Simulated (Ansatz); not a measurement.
The cell is COD entry 9008731, as deposited and not checked against the literature; nothing was relaxed.

TaC: DFT, PBE, PAW with Ansatz's default frozen-core files, scalar-relativistic (Ansatz 0.2.0).

```yaml
crystal:
  lattice:
    - [0.0, 2.227, 2.227]
    - [2.227, 0.0, 2.227]
    - [2.227, 2.227, 0.0]
  atoms:
    - { symbol: Ta, position: [0.0, 0.0, 0.0] }
    - { symbol: C, position: [0.5, 0.5, 0.5] }
kpoints:
  mp_grid: { grid: [16, 16, 16] }
  band_path:
    path:
      - [0.0, 0.0, 0.0]
      - [0.5, 0.0, 0.5]
      - [0.625, 0.25, 0.625]
      - [0.375, 0.375, 0.75]
      - [0.0, 0.0, 0.0]
      - [0.5, 0.5, 0.5]
      - [0.5, 0.25, 0.75]
      - [0.5, 0.0, 0.5]
    npoints: 8
scf:
  occupations: { method: fermi_dirac, width: 0.05 }
hamiltonian:
  xc: pbe
  pseudopotentials: { kind: paw }
output:
  forces: true
  stress: true
  eigenvalues: true
  efg: { contact_densities: true }
  populations: true
  bader: true
  dos: { projected: true, de: 0.2, e_range: [-14, 8] }
```

Output:

```
Ta: output.efg is read without spin–orbit coupling, which moves field gradients at and beside such atoms by some per cent and up to a factor of two; PAW files take it under magnetization.noncollinear and magnetization.spin_orbit
Engine: ansatz 0.2.0
Pseudopotentials: kind: paw
Pseudopotential: Ta, paw, valence charge 13, recommended cutoff 420 eV (normal)
Pseudopotential: C, paw, valence charge 4, recommended cutoff 420 eV (normal)
Functional definition: PBE
  parameter kappa = 0.804
  parameter beta = 0.06672455060314922
  exchange = pbe_x(kappa = kappa, mu = beta*pi^2/3)
  correlation = pbe_c(beta = beta)
Crystal: 2 atoms, lattice volume = 22.090 Å³
Basis set: ecut = 420 eV, 411 PW (Γ), exchange–correlation on 48×48×48 points (8 copies of the dense FFT grid, shifted against one another)
Bands: 13, of which v1, the nominal top of the filled ones, is band 9 counted from 1 (8 counted from 0)
Symmetry: 48 space group operations
Space group: Fm-3m (ITA 225), of the structure as read, at distance tolerance 2.8e-5 Å
k-points: 145 of 4096
Non-local potential: Ta, projectors of the file, l = 0: 3, l = 1: 2, l = 2: 2, l = 3: 1
Non-local potential: C, projectors of the file, l = 0: 2, l = 1: 2, l = 2: 1
PAW form: soft (Blöchl's): semilocal exchange-correlation on the pseudo side does not see the compensation charge
PAW one-centre angular grid: Ta, 590 points (default); XC on 64 Gauss nodes
PAW one-centre angular grid: C, 110 points (default); XC on 64 Gauss nodes
Initial density: superposition of atomic densities (neutral atoms: chi_scale 0, normalization atom), corrected by the library's trained network
Initial wavefunctions: pseudopotential atomic-orbital guess
Functional: x = pbe(κ = 0.804, μ = 0.2195149727645171), c = pbe(β = 0.06672455060314922)
SCF iter   1: F=—  HF=-10184.386755 eV  |F-HF|=—  |Δ(HF+E_count)|=         —  Δρ=1.90e-3  dr2=5.71e-4  ethr=1.77e-3  ⟨swp⟩=5.9  Hψ=9987  notcnv=0
preconditioner: auto → none  [metal: Δε(μ)=0.051 eV  Ē_g=10.340 eV  σ=0.050 eV  W_gap=0.25  n_scr=8 (ndim 8)  ℏωp=23.7 eV  f_vac=0.000  D(μ)=0.34/eV (n_scr^D=0)  sad-step TF]
SCF iter   2: F=—  HF=-10184.386810 eV  |F-HF|=—  |Δ(HF+E_count)|=   5.46e-5  Δρ=1.30e-3  dr2=3.06e-4  ethr=3.36e-6  ⟨swp⟩=2.3  Hψ=3853  notcnv=0
SCF iter   3: F=—  HF=-10184.386852 eV  |F-HF|=—  |Δ(HF+E_count)|=   4.27e-5  Δρ=4.10e-4  dr2=1.69e-5  ethr=1.80e-6  ⟨swp⟩=2.0  Hψ=2458  notcnv=0
SCF iter   4: F=—  HF=-10184.386847 eV  |F-HF|=—  |Δ(HF+E_count)|=   4.81e-6  Δρ=1.22e-4  dr2=9.98e-7  ethr=9.92e-8  ⟨swp⟩=2.4  Hψ=3148  notcnv=0
iter 5 did not close the SCF: its close was put off for the readings that it lacked (scf_convergence_deferred on its scf_iter line)
SCF iter   5: F=-10184.386848 eV  HF=-10184.386848 eV  |F-HF|=4.01e-9  |Δ(HF+E_count)|=   1.11e-7  Δρ=1.03e-5  dr2=8.85e-9  ethr=5.87e-9  ⟨swp⟩=3.0  Hψ=3432  notcnv=0
SCF iter   6: F=-10184.386848 eV  HF=-10184.386848 eV  |F-HF|=3.97e-10  |Δ(HF+E_count)|=   5.65e-9  Δρ=2.11e-6  dr2=6.12e-10  ethr=5.21e-11  ⟨swp⟩=2.5  Hψ=6842  notcnv=0
SCF 1 converged in 6 iterations: F = -10184.386848 eV  dr2 = 6.12e-10
  greatest PAW one-centre occupation: 0.999 electrons in one spin orbital (limit 2), on the Ta atom at site 0 (counted from 0), in its partial waves of l = 0
NSCF: frozen V_eff on 57 k-points
SCF converged after 6 iterations
Free energy (F): -10184.386848 eV
Harris-Foulkes:  -10184.386848 eV  (|F-HF|=3.97e-10)
Internal energy: -10184.383785 eV  (E = F + TS)
E sigma→0 (E₀):  -10184.385316 eV
Entropy (-TS):   -0.003062 eV (-1.531 meV/atom)
Fermi energy:    20.025086 eV
--- Per-component energies (eV) ---
  E_band       = -63.950649
  E_kinetic    = 457.300785
  E_local      = -552.075181  (includes V_loc(G=0)·N_el)
  E_nonlocal   = 41.031010
  E_hartree    = 187.877139
  E_xc         = -268.242529
  E_vxc        = -265.931037  (∫ρ·V_xc dr)
  E_paw        = -8495.973895  (= ΣΔE_a)
  E_vpaw       = -120.030543  (= ΣTr[D̂ρ^β])
  E_aug_tail   = 0.000148  (compensation charges beyond the density's cutoff)
  E_ewald      = -1554.301263
  E_smearing   = -0.003062  (= −TS)
  E_closure    = 0.000000  (closes the sum)
  Σ components = -10184.386848   (vs F -10184.386848, Δ=0.00e0)
--- Forces (eV/Å), atoms counted from 1 ---
  atom   1  Ta    -0.00000000     0.00000000    -0.00000000
  atom   2  C      0.00000000    -0.00000000     0.00000000
  max |Σ_I F_I| component: 3.62e-30 eV/Å
--- Stress (GPa, compression-positive) ---
        4.819079       0.000000       0.000000
       -0.000000       4.819079      -0.000000
        0.000000      -0.000000       4.819079
  P = ⅓ Tr σ = 4.8191 GPa (48.191 kbar)
--- PAW observables at the nuclei: V_zz in 10²¹ V/m², potentials from the cell's mean, atoms counted from 1 ---
  atom   1  Ta V_zz =    +0.000000   η = 0.0000   by run symmetry: forbidden
            electrostatic potential = -14500.428503 V   contact ρ = 8154445.847978 e/Å³
  atom   2  C  V_zz =    +0.000000   η = 0.0000   by run symmetry: forbidden
            electrostatic potential = -430.883026 V   contact ρ = 868.449128 e/Å³
--- Band table (eV; the first three rows and the last of 145) ---
  k-point 0: bands = ["-48.7054", "-14.9753", "-14.9753", "-14.9753", "5.2354", "18.7094", "18.7094", "18.7094", "19.5478", "19.5478", "19.5478", "20.7066", "20.7066"]
  k-point 1: bands = ["-48.7036", "-15.0044", "-14.9782", "-14.9782", "5.3453", "18.1026", "18.4472", "18.4472", "19.1982", "19.1982", "19.9172", "21.5367", "21.5367"]
  k-point 2: bands = ["-48.6986", "-15.0863", "-14.9865", "-14.9865", "5.6664", "17.0679", "17.5742", "17.5742", "19.3751", "19.3751", "20.3371", "22.8779", "22.8779"]
  k-point 144: bands = ["-48.6431", "-15.4224", "-15.4224", "-15.2365", "8.2136", "14.7441", "15.0377", "15.0377", "21.6542", "21.6542", "24.1668", "25.0327", "26.4372"]
--- Löwdin populations: 2 sites ---
  site symbol       q [e]
     0     Ta     12.1405
     1      C      4.8035
  spilling = 0.003293 (of n_electrons = 17.000000)
--- Bader charges: 2 sites ---
  site symbol  charge [e]  shift [e]
     0     Ta      1.9103     0.0034
     1      C     -1.9103     0.0034
  estimated error of the sums over rays = 6.7e-4 e
```

populations.tsv:

```
# site	symbol	l	j	q
# orbitals = lowdin
# n_electrons = 17.000000
# spilling = 0.003293
0	Ta	0_5S	-	1.942700
0	Ta	0_6S	-	0.486330
0	Ta	1_5P	-	5.985461
0	Ta	2_5D	-	3.726046
1	C	0_2S	-	1.274623
1	C	1_2P	-	3.528865
```

bader_charges.tsv:

```
# site	symbol	x_ang	y_ang	z_ang	partial_charge_e	electrons	volume_ang3	relative_density_drop	shared_charge_e	partial_wave_shift_e
# quadrature_error_electrons = 6.7e-4
0	Ta	0.0000	0.0000	0.0000	1.91034	71.08966	10.90	-	1.91034	0.00344
1	C	2.2270	2.2270	2.2270	-1.91034	7.91034	11.19	-	-1.91034	0.00344
```

Spin polarisation is left out, and whether a magnetic state lies lower isn't shown here.
